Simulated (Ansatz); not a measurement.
The system is MnSb.

```xyz
2
Lattice="0.0000 2.7950 2.7950 2.7950 0.0000 2.7950 2.7950 2.7950 0.0000" Properties=species:S:1:pos:R:3 pbc="T T T"
Sb    2.7950    2.7950    2.7950
Mn    0.0000    0.0000    0.0000
```

The cell comes from a database or a generator and needn't be the stable form of this composition.

Program: Ansatz 0.2.0. Alike in all runs: task single point; potentials or basis all-electron LAPW, scalar-relativistic; spin collinear, ferromagnetic start; cell as given; k mesh 8 × 8 × 8; cutoff (eV) 242; basis error allowed 0.001 eV/atom.

**Question.** Order these runs on this cell by their pressure, lowest first.
A. level LDA+U; U Mn d U = 4 eV; smearing tetrahedron
B. level PBEsol; smearing gaussian 0.1 eV
C. level LDA; smearing gaussian 0.02 eV

**Answer.** C (-7.5 GPa), B (-4.1 GPa), A (0.7 GPa).

Caveats: a cell with one magnetic atom can't hold antiferromagnetic order, which such compounds often take; the magnetic state may not be the lowest (some runs); U is the effective U less J, on atomic orbitals that reach past the spheres (some runs); the U is typed as a test and isn't derived for this compound (some runs); with tetrahedron occupations forces and stress needn't match the slope of the energy (some runs).
